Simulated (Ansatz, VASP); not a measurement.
## Two plane-wave programs on TiCo

Contents of INCAR:

```
ALGO = Normal
EDIFF = 1E-6
ENCUT = 520
GGA = PE
ISIF = 2
ISMEAR = 0
ISPIN = 2
LASPH = True
LCHARG = True
LELF = True
LMAXMIX = 4
LORBIT = 11
LREAL = False
LVHAR = True
LWAVE = False
MAGMOM = 0 1.07
NBANDS = 22
NELM = 150
PREC = Accurate
SIGMA = 0.1
```

Contents of KPOINTS:

```
k-points
0
Gamma
  18 18 18
```

File POSCAR:

```
TiCo
1.0
    2.9550445493      0.0000000000      0.0000000000
    0.0000000000      2.9550445493      0.0000000000
    0.0000000000      0.0000000000      2.9550445493
Ti Co
1 1
Direct
    0.0000000000      0.0000000000      0.0000000000
    0.5000000000      0.5000000000      0.5000000000
```

Input for Ansatz:

```yaml
crystal:
  lattice:
    - [2.9550445493, 0.0, 0.0]
    - [0.0, 2.9550445493, 0.0]
    - [0.0, 0.0, 2.9550445493]
  atoms:
    - { symbol: Ti, position: [0.0, 0.0, 0.0] }
    - { symbol: Co, position: [0.5, 0.5, 0.5], spin: 1.07 }
basis:
  ecutwfc: 420
kpoints:
  mp_grid: { grid: [18, 18, 18] }
hamiltonian:
  xc: pbe
scf:
  occupations: { method: gaussian, width: 0.1 }
output:
  forces: true
  stress: true
  eigenvalues: true
  populations: true
magnetization:
  spin_polarized: true
```

Alike in both runs: task single point; functional PBE; k mesh 18 × 18 × 18; occupations gaussian, width 0.1 eV; collinear spin.

|  | VASP | Ansatz |
| --- | --- | --- |
| version | VASP 6.6.1 | Ansatz 0.2.0 |
| potentials or method | VASP PAW PBE potentials, release 64 (Ti_sv, Co) | scalar-relativistic, plane waves, PAW |
| plane-wave cutoff (eV) | 520 | 420 |
| valence electrons in the cell | 21 | 29 |

```csv
,VASP,Ansatz,Ansatz less VASP
gap on the k mesh at the Fermi level (eV),none,none,-
pressure (GPa),4.7,5.4,+0.66
net moment per atom (μB),0.41,0.42,+0.011
size of the moment on the site where the two differ most (μB),0.88,0.92,+0.042
```

Site moments also hang on the region over which each program counts them. A gap of «none» marks a metal or a gap that the smearing closes. The functional is the same, so the differences come from potentials, cutoffs and numerics. The two sets of potentials don't hold the same shells in valence.
